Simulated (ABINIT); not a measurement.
## How the form of the self-energy moves the gap of BeTe (F-43m)

Aim: compare treatments of exchange, screening and correlation for the gap of BeTe (F-43m).

Method: PBE and many-body steps on it, plane waves, in ABINIT 10.8.3.

**Experimental background.**

- Gap 2.7 eV: absolute (indirect, Gamma to X) gap; bulk crystal (quoted from earlier experiment) (quoted in “The band structure of BeTe - a combined experimental and theoretical study”, 1997, arxiv:cond-mat/9712266).

- Gap 2.8 eV: absolute (indirect, Gamma to X) gap, second literature value; film (quoted from earlier experiment) (quoted in “The band structure of BeTe - a combined experimental and theoretical study”, 1997, arxiv:cond-mat/9712266).

## 1. Set-up

The structure is cubic, space group F-43m (No. 216). Conventional cell: a = 5.663 Å, b = 5.663 Å, c = 5.663 Å, α = 90.00°, β = 90.00°, γ = 90.00°. Nearest to Be lie 4 Te at 2.45 Å. Te has 4 Be at 2.45 Å nearest. Farther neighbours and most contacts between anions are not listed.

The cell and positions are those that the Materials Project relaxed with its own functionals (PBE, PBE+U or r2SCAN), kept fixed. Spin-orbit coupling is left out unless a step names it.

## 2. Empty states on the mesh, 6×6×6 mesh, 153 bands

This step: ABINIT 10.8.3; DFT, PBE, plane waves, norm-conserving pseudopotentials.

The sums over transitions need many empty states on a uniform mesh; this step solves for them.

Contents of run.abi:

```
acell 3*1.0 Angstrom
rprim 
  -0.000000000000 2.831458787600 2.831458787600
  2.831458787600 0.000000000000 2.831458787600
  2.831458787600 2.831458787600 0.000000000000
ntypat 2
znucl 4 52
natom 2
typat 1 2
xred 
  0.000000000000 0.000000000000 0.000000000000
  0.750000000000 0.750000000000 0.750000000000
pp_dirpath "pseudos"
pseudos "Be.upf, Te.upf"
ecut 38
ngkpt 6 6 6
nshiftk 1
shiftk 0 0 0
kptopt 1
chksymbreak 0
irdden 1
istwfk *1
nband 153
prtvol 0
optdriver 6
gwr_task "HDIAGO"
paral_kgb 0
occopt 1
indata_prefix "in"
outdata_prefix "out"
tmpdata_prefix "tmp"
```

Started as:

```sh
$ OMP_NUM_THREADS=1 mpirun -n 8 abinit run.abi > log
```

Log:

```text
.Version 10.8.3 of ABINIT. v10.8.2 released Aug 2026.

 Symmetries : space group F-4 3 m (#216); Bravais cF (face-center cubic)
[... echo of the input left out ...]
== DATASET  1 ==================================================================
-   mpi_nproc: 8, omp_nthreads: 1 (-1 if OMP is not activated)

--- !DatasetInfo
iteration_state: {dtset: 1, }
dimensions: {natom: 2, nkpt: 16, mband: 153, nsppol: 1, nspinor: 1, nspden: 1, mpw: 3479, }
cutoff_energies: {ecut:  38.0, pawecutdg:  -1.0, }
[...]
Indirect band gap semiconductor
 Fundamental gap:     2.028 (eV)
   VBM:     3.976 (eV) at k: [ 0.0000E+00,  0.0000E+00,  0.0000E+00]
   CBM:     6.004 (eV) at k: [ 5.0000E-01,  5.0000E-01,  0.0000E+00]
 Direct gap:         3.658 (eV) at k: [ 0.0000E+00,  0.0000E+00,  0.0000E+00]

== END DATASET(S) ==============================================================
================================================================================

 -outvars: echo values of variables after computation  --------
           etotal      0.0000000000E+00
            nband         153
             nkpt          16
          spgroup         216
 [... the other variables as echoed above ...]

 Calculation completed.
```

Elapsed: 70 s, on 8 MPI ranks of Arm Neoverse V1, shared host; peak memory 5.4 GiB.

This step gave:

| Item | Value |
| --- | --- |
| gap | 2.028 eV |
| k of the valence top | 0, 0, 0 |
| k of the conduction bottom | 0.5, 0.5, 0 |
| least direct gap | 3.658 eV |
| k points computed | 16 |
| lowest point of the top converged band, above the valence top | 108.0056 eV |

On this mesh the gap is 2.028 eV.

The density comes from a self-consistent run that is not shown.

## 3. Screening, 6×6×6 mesh, 145 bands, screening to 190.5 eV

The RPA dielectric matrix is built and inverted for each q.

This step: RPA screening on PBE, plane waves, norm-conserving pseudopotentials.

Edit run.abi of step 2 so:

```diff
@@ -20,10 +20,11 @@
 chksymbreak 0
-irdden 1
 istwfk *1
-nband 153
-prtvol 0
-optdriver 6
-gwr_task "HDIAGO"
-paral_kgb 0
 occopt 1
+irdwfk 1
+optdriver 3
+nband 145
+ecuteps 7
+inclvkb 2
+awtr 1
+symchi 1
 indata_prefix "in"
```

Log:

```text
.Version 10.8.3 of ABINIT. v10.8.2 released Aug 2026.

 Symmetries : space group F-4 3 m (#216); Bravais cF (face-center cubic)
[... echo of the input left out ...]
== DATASET  1 ==================================================================
-   mpi_nproc: 8, omp_nthreads: 1 (-1 if OMP is not activated)

--- !DatasetInfo
iteration_state: {dtset: 1, }
dimensions: {natom: 2, nkpt: 16, mband: 145, nsppol: 1, nspinor: 1, nspden: 1, mpw: 3479, }
cutoff_energies: {ecut:  38.0, pawecutdg:  -1.0, }
electrons: {nelect:   2.00000000E+01, charge:   0.00000000E+00, occopt:   1.00000000E+00, tsmear:   1.00000000E-02, }

 SCREENING: Calculation of the susceptibility and dielectric matrices

 Based on a program developped by R.W. Godby, V. Olevano, G. Onida, and L. Reining.
 Incorporated in ABINIT by V. Olevano, G.-M. Rignanese, and M. Torrent.
.Using double precision arithmetic ; gwpc =  8

[... cell and pseudopotentials left out ...]
--------------------------------------------------------------------------------

 ==== K-mesh for the wavefunctions ====
 Number of points in the irreducible wedge :    16
[... list of points left out ...]
 Together with 24 symmetry operations and time-reversal symmetry
 yields   216 points in the full Brillouin Zone.

 ==== Q-mesh for the screening function ====
 Number of points in the irreducible wedge :    16
[... list of points left out ...]
 Together with 24 symmetry operations and time-reversal symmetry
 yields   216 points in the full Brillouin Zone.

 setmesh: FFT mesh size selected  =    30x   30x   30
          total number of points  =        27000

 vcoul_init : cutoff-mode = AUXILIARY_FUNCTION
 q-points for optical limit:   1
     1)      0.000010    0.000020    0.000030

- screening: taking advantage of time-reversal symmetry
- Maximum band index for partially occupied states nbvw = 10
- Remaining bands to be divided among processors   nbcw = 135
- Number of bands treated by each node ~16

 Number of electrons calculated from density =   20.0000; Expected =   20.0000
 average of density, n =  0.065279
 r_s =    1.5407
 omega_plasma =   24.6457 [eV]

 calculating chi0 at frequencies [eV] :
  1    0.000000E+00    0.000000E+00
  2    0.000000E+00    2.464574E+01

--------------------------------------------------------------------------------
  q-point number  1        q = ( 0.000000, 0.000000, 0.000000) [r.l.u.]
--------------------------------------------------------------------------------
[... chi0 elements left out ...]
 For q-point:  0.000010 0.000020 0.000030
  dielectric constant =   7.2973
  dielectric constant without local fields =   8.4029

  Average fulfillment of the sum rule on Im[epsilon] for q-point    1 :     97.17  [%]
[... wings left out ...]
  q-point number  2        q = ( 0.166667, 0.000000, 0.000000) [r.l.u.]
--------------------------------------------------------------------------------
[... chi0 elements left out ...]
  Average fulfillment of the sum rule on Im[epsilon] for q-point    2 :    124.83  [%]

 [... 14 further q-points ...]
```

The job ended after 2.5 min (8 MPI ranks; peak memory 2.5 GiB; 20 min of CPU time).

Numbers from this step:

| Property | Result |
| --- | --- |
| ε∞ with local fields, on this mesh, along the program's q direction | 7.297 |
| the same without local fields | 8.403 |
| plasma frequency | 24.65 eV |
| plane waves in the screening matrix | 283 |

Local fields lower ε∞ by 13 %.

## 4. G0W0, Godby-Needs plasmon pole

The self-energy is evaluated for the states that the input lists, and the levels follow from it, in one-shot runs by the linearised quasiparticle equation.

This step: G0W0 on PBE, plane waves, norm-conserving pseudopotentials.

Edit run.abi of step 3 so:

```diff
@@ -23,8 +23,17 @@
 irdwfk 1
-optdriver 3
+optdriver 4
 nband 145
+gwcalctyp 0
+ecutsigx 38
+symsigma 1
+nkptgw 2
+kptgw 
+  0.0000000000 0.0000000000 0.0000000000
+  0.5000000000 0.5000000000 0.0000000000
+bdgw 
+  8 13
+  9 12
 ecuteps 7
-inclvkb 2
-awtr 1
-symchi 1
+irdscr 1
+ppmodel 1
 indata_prefix "in"
```

Log:

```text
.Version 10.8.3 of ABINIT. v10.8.2 released Aug 2026.

 Symmetries : space group F-4 3 m (#216); Bravais cF (face-center cubic)
[... echo of the input left out ...]
== DATASET  1 ==================================================================
-   mpi_nproc: 8, omp_nthreads: 1 (-1 if OMP is not activated)

--- !DatasetInfo
iteration_state: {dtset: 1, }
dimensions: {natom: 2, nkpt: 16, mband: 145, nsppol: 1, nspinor: 1, nspden: 1, mpw: 3479, }
cutoff_energies: {ecut:  38.0, pawecutdg:  -1.0, }
electrons: {nelect:   2.00000000E+01, charge:   0.00000000E+00, occopt:   1.00000000E+00, tsmear:   1.00000000E-02, }

 SIGMA: Calculation of the GW corrections

 Based on a program developped by R.W. Godby, V. Olevano, G. Onida, and L. Reining.
 Incorporated in ABINIT by V. Olevano, G.-M. Rignanese, and M. Torrent.
.Using double precision arithmetic ; gwpc =  8

[... cell and pseudopotentials left out ...]
--------------------------------------------------------------------------------

 ==== K-mesh for the wavefunctions ====
 Number of points in the irreducible wedge :    16
[... list of points left out ...]
 Together with 24 symmetry operations and time-reversal symmetry
 yields   216 points in the full Brillouin Zone.

 ==== Q-mesh for screening function ====
 Number of points in the irreducible wedge :    16
[... list of points left out ...]
 Together with 24 symmetry operations and time-reversal symmetry
 yields   216 points in the full Brillouin Zone.

 vcoul_init : cutoff-mode = AUXILIARY_FUNCTION
 q-points for optical limit:   1
     1)      0.000010    0.000020    0.000030
 setmesh: FFT mesh size selected  =    45x   45x   45
          total number of points  =        91125

 Number of electrons calculated from density =   20.0000; Expected =   20.0000
 average of density, n =  0.065279
 r_s =    1.5407
 omega_plasma =   24.6457 [eV]

 === KS Band Gaps ===
  >>>> For spin  1
   Minimum direct gap =   3.6577 [eV], located at k-point      :   0.0000  0.0000  0.0000
   Fundamental gap    =   2.0277 [eV], Top of valence bands at :   0.0000  0.0000  0.0000
                                       Bottom of conduction at :   0.5000  0.5000  0.0000
 SIGMA fundamental parameters:
 PLASMON POLE MODEL  1
 number of plane-waves for SigmaX                 3479
 number of plane-waves for SigmaC and W            283
 number of plane-waves for wavefunctions          3479
 number of bands                                   145
 number of independent spin polarizations            1
 number of spinorial components                      1
 number of k-points in IBZ                          16
 number of q-points in IBZ                          16
 number of symmetry operations                      24
 number of k-points in BZ                          216
 number of q-points in BZ                          216
 number of frequencies for dSigma/dE                 9
 frequency step for dSigma/dE [eV]                0.25
 number of omega for Sigma on real axis              0
 max omega for Sigma on real axis  [eV]           0.00
 zcut for avoiding poles [eV]                     0.10

 EPSILON^-1 parameters (SCR file):
 dimension of the eps^-1 matrix on file            283
 dimension of the eps^-1 matrix used               283
 number of plane-waves for wavefunctions          3479
 number of bands                                   145
 number of q-points in IBZ                          16
 number of frequencies                               2
 number of real frequencies                          1
 number of imag frequencies                          1

 matrix elements of self-energy operator (all in [eV])

 Perturbative Calculation

--- !SelfEnergy_ee
iteration_state: {dtset: 1, }
kpoint     : [   0.000,    0.000,    0.000, ]
spin       : 1
KS_gap     :    3.658
QP_gap     :    5.300
Delta_QP_KS:    1.643
data: !SigmaeeData |
     Band     E0 <VxcDFT>   SigX SigC(E0)      Z dSigC/dE  Sig(E)    E-E0       E
        8   3.976 -12.492 -15.162   1.065   0.801  -0.248 -13.778  -1.286   2.690
        9   3.976 -12.492 -15.162   1.065   0.801  -0.248 -13.778  -1.286   2.690
       10   3.976 -12.492 -15.162   1.065   0.801  -0.248 -13.778  -1.286   2.690
       11   7.634 -10.191  -5.636  -4.109   0.800  -0.250  -9.834   0.357   7.991
       12   7.634 -10.191  -5.636  -4.109   0.800  -0.250  -9.834   0.357   7.991
       13   7.634 -10.191  -5.636  -4.109   0.800  -0.250  -9.834   0.357   7.991

--- !SelfEnergy_ee
iteration_state: {dtset: 1, }
kpoint     : [   0.500,    0.500,    0.000, ]
spin       : 1
KS_gap     :    4.602
QP_gap     :    5.986
Delta_QP_KS:    1.384
data: !SigmaeeData |
     Band     E0 <VxcDFT>   SigX SigC(E0)      Z dSigC/dE  Sig(E)    E-E0       E
        9   1.402 -11.285 -14.720   1.793   0.787  -0.271 -12.577  -1.292   0.110
       10   1.402 -11.285 -14.720   1.793   0.787  -0.271 -12.577  -1.292   0.110
       11   6.004  -8.757  -4.901  -3.743   0.814  -0.228  -8.665   0.092   6.096
       12   6.690  -9.557  -5.481  -3.790   0.809  -0.237  -9.325   0.232   6.922

== END DATASET(S) ==============================================================
================================================================================

 -outvars: echo values of variables after computation  --------
           etotal      0.0000000000E+00
            nband         145
             nkpt          16
          spgroup         216
 [... the other variables as echoed above ...]

 Calculation completed.
```

The job ended after 19 s (8 MPI ranks; peak memory 2.5 GiB).

This step gave:

```yaml
g0w0_gap_on_the_points_computed: 3.406 eV
starting_gap_on_the_mesh: 2.028 eV
k_of_the_valence_top: 0, 0, 0
k_of_the_conduction_bottom: 0.5, 0.5, 0
z_at_the_valence_top: 0.801
z_at_the_conduction_bottom: 0.814
least_direct_g0w0_gap_on_the_computed_points: 5.301 eV
```

The gap on the mesh goes from 2.03 eV to 3.41 eV, a correction of +1.38 eV.

## 5. G0W0, Hybertsen-Louie plasmon pole

Edit run.abi of step 4 so:

```diff
@@ -37,3 +37,3 @@
 irdscr 1
-ppmodel 1
+ppmodel 2
 indata_prefix "in"
```

Log:

```text
.Version 10.8.3 of ABINIT. v10.8.2 released Aug 2026.

 Symmetries : space group F-4 3 m (#216); Bravais cF (face-center cubic)
[... echo of the input left out ...]
== DATASET  1 ==================================================================
-   mpi_nproc: 8, omp_nthreads: 1 (-1 if OMP is not activated)

--- !DatasetInfo
iteration_state: {dtset: 1, }
dimensions: {natom: 2, nkpt: 16, mband: 145, nsppol: 1, nspinor: 1, nspden: 1, mpw: 3479, }
cutoff_energies: {ecut:  38.0, pawecutdg:  -1.0, }
electrons: {nelect:   2.00000000E+01, charge:   0.00000000E+00, occopt:   1.00000000E+00, tsmear:   1.00000000E-02, }

 SIGMA: Calculation of the GW corrections

 Based on a program developped by R.W. Godby, V. Olevano, G. Onida, and L. Reining.
 Incorporated in ABINIT by V. Olevano, G.-M. Rignanese, and M. Torrent.
.Using double precision arithmetic ; gwpc =  8

[... cell and pseudopotentials left out ...]
--------------------------------------------------------------------------------

 ==== K-mesh for the wavefunctions ====
 Number of points in the irreducible wedge :    16
[... list of points left out ...]
 Together with 24 symmetry operations and time-reversal symmetry
 yields   216 points in the full Brillouin Zone.

 ==== Q-mesh for screening function ====
 Number of points in the irreducible wedge :    16
[... list of points left out ...]
 Together with 24 symmetry operations and time-reversal symmetry
 yields   216 points in the full Brillouin Zone.

 vcoul_init : cutoff-mode = AUXILIARY_FUNCTION
 q-points for optical limit:   1
     1)      0.000010    0.000020    0.000030
 setmesh: FFT mesh size selected  =    45x   45x   45
          total number of points  =        91125

 Number of electrons calculated from density =   20.0000; Expected =   20.0000
[...]
number of omega for Sigma on real axis              0
 max omega for Sigma on real axis  [eV]           0.00
 zcut for avoiding poles [eV]                     0.10

 EPSILON^-1 parameters (SCR file):
 dimension of the eps^-1 matrix on file            283
 dimension of the eps^-1 matrix used               283
 number of plane-waves for wavefunctions          3479
 number of bands                                   145
 number of q-points in IBZ                          16
 number of frequencies                               2
 number of real frequencies                          1
 number of imag frequencies                          1

 matrix elements of self-energy operator (all in [eV])

 Perturbative Calculation

--- !SelfEnergy_ee
iteration_state: {dtset: 1, }
kpoint     : [   0.000,    0.000,    0.000, ]
spin       : 1
KS_gap     :    3.658
QP_gap     :    5.358
Delta_QP_KS:    1.700
data: !SigmaeeData |
     Band     E0 <VxcDFT>   SigX SigC(E0)      Z dSigC/dE  Sig(E)    E-E0       E
        8   3.976 -12.492 -15.162   0.725   0.850  -0.176 -14.145  -1.653   2.323
        9   3.976 -12.492 -15.162   0.725   0.850  -0.176 -14.145  -1.653   2.323
       10   3.976 -12.492 -15.162   0.725   0.850  -0.176 -14.145  -1.653   2.323
[...]
--- !SelfEnergy_ee
iteration_state: {dtset: 1, }
kpoint     : [   0.500,    0.500,    0.000, ]
spin       : 1
KS_gap     :    4.602
QP_gap     :    6.110
Delta_QP_KS:    1.508
data: !SigmaeeData |
     Band     E0 <VxcDFT>   SigX SigC(E0)      Z dSigC/dE  Sig(E)    E-E0       E
[...]
11   6.004  -8.757  -4.901  -4.117   0.859  -0.165  -8.981  -0.224   5.780
       12   6.690  -9.557  -5.481  -4.162   0.855  -0.170  -9.631  -0.074   6.616

== END DATASET(S) ==============================================================
================================================================================

 -outvars: echo values of variables after computation  --------
           etotal      0.0000000000E+00
            nband         145
             nkpt          16
          spgroup         216
 [... the other variables as echoed above ...]

 Calculation completed.
```

Run time: 19 s. Hardware: 8 MPI ranks; peak memory 2.4 GiB; 2.5 min of CPU time.

Numbers from this step:

- G0W0 gap on the points computed: 3.457 eV
- starting gap on the mesh: 2.028 eV
- k of the valence top: 0, 0, 0
- k of the conduction bottom: 0.5, 0.5, 0
- Z at the valence top: 0.85
- Z at the conduction bottom: 0.859
- least direct G0W0 gap on the computed points: 5.358 eV

Against G0W0 in ABINIT (6×6×6 mesh, 145 bands, screening to 190.5 eV, Godby-Needs plasmon pole), the gap moves by +0.051 eV.

[end of part 1 of 2]

[Paths, hosts, dates, memory and timing lines, banners, echoed tables and standing remarks are left out of the program output.]

[Logs are printed without paths, hosts, clocks, repeated set-up lines and the standing remarks that a program may print on its own settings, such as how far it seeks lower states.]

[Runs of the session that timed out or met a known fault of the program may be left out.]

[Hosts, paths, dates, database ids (printed as entryN), source tags and the programs' standing remarks are cut or masked in the printed files.]

[G0W0 gaps are taken among the corrected bands and points alone; a level outside them can change the order at an edge.]

[Where Ansatz stands beside ABINIT at settings called matched, ABINIT's density can come from a denser mesh and the files from another edition; pairs whose starting gaps differed by over 0.03 eV were left out, so agreement reads better than it is.]
